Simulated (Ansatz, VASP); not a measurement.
## Two plane-wave programs on SiC

File INCAR:

```
ALGO     = Normal         # electronic algorithm
EDIFF    = 1E-7           # SCF threshold, eV
ENCUT    = 520            # plane-wave cutoff, eV
GGA      = PE             # functional
ISIF     = 2              # what is computed and relaxed
ISMEAR   = 0              # smearing method
LASPH    = True           # aspherical terms in the spheres
LCHARG   = False          # write CHGCAR
LREAL    = False          # projectors in reciprocal space
LWAVE    = False          # write WAVECAR
NBANDS   = 16             # bands
NELM     = 100            # most SCF steps
PREC     = Accurate       # precision mode
SIGMA    = 0.05           # smearing width, eV
```

KPOINTS

```
k-points
0
Gamma
  6 6 4
```

Contents of POSCAR:

```
SiC
1.0
    3.0759982064      0.0000000000      0.0000000000
   -1.5379991032      2.6638925888      0.0000000000
    0.0000000000      0.0000000000      5.0480000000
Si C
2 2
Direct
    0.2608134554      0.6135784315     -0.0198098257
    0.6666666667      0.3333333333      0.5000000000
    0.3333333333      0.6666666667      0.3850000000
    0.6666666667      0.3333333333      0.8850000000
```

Input for Ansatz:

```yaml
crystal:
  lattice:
    - [3.0759982064, 0.0, 0.0]
    - [-1.5379991032, 2.6638925888, 0.0]
    - [0.0, 0.0, 5.048]
  atoms:
    - { symbol: Si, position: [0.2608134554, 0.6135784315, -0.0198098257] }
    - { symbol: Si, position: [0.6666666667, 0.3333333333, 0.5] }
    - { symbol: C, position: [0.3333333333, 0.6666666667, 0.385] }
    - { symbol: C, position: [0.6666666667, 0.3333333333, 0.885] }
basis:
  ecutwfc: 420
kpoints:
  mp_grid: { grid: [6, 6, 4] }
hamiltonian:
  xc: pbe
scf:
  occupations: { method: gaussian, width: 0.05 }
output:
  forces: true
  stress: true
  eigenvalues: true
```

Alike in both runs: task single point; functional PBE; k mesh 6 × 6 × 4; occupations gaussian, width 0.05 eV; no spin polarisation.

|  | VASP | Ansatz |
| --- | --- | --- |
| version | VASP 6.6.1 | Ansatz 0.2.0 |
| potentials or method | VASP PAW PBE potentials, release 64 (Si, C) | scalar-relativistic, plane waves, PAW |
| plane-wave cutoff (eV) | 520 | 420 |
| valence electrons in the cell | 16 | 16 |

```csv
,VASP,Ansatz,Ansatz less VASP
gap on the k mesh at the Fermi level (eV),1.98,1.98,+0.001
least direct gap on the mesh (eV),3.83,3.84,+0.004
pressure (GPa),8.4,8.5,+0.07
largest component of the traceless stress (GPa),11.93,11.95,+0.017
rms of the force components (eV/Å),2.788,2.789,+0.0012
```

Atom by atom the forces differ by 0.002 eV/Å (rms over components). The functional is the same, so the differences come from potentials, cutoffs and numerics.

Caveats: forces of over 1 eV/Å show positions far from the minimum, so gaps and moduli don't describe the material at rest. A k mesh can miss the band edges.
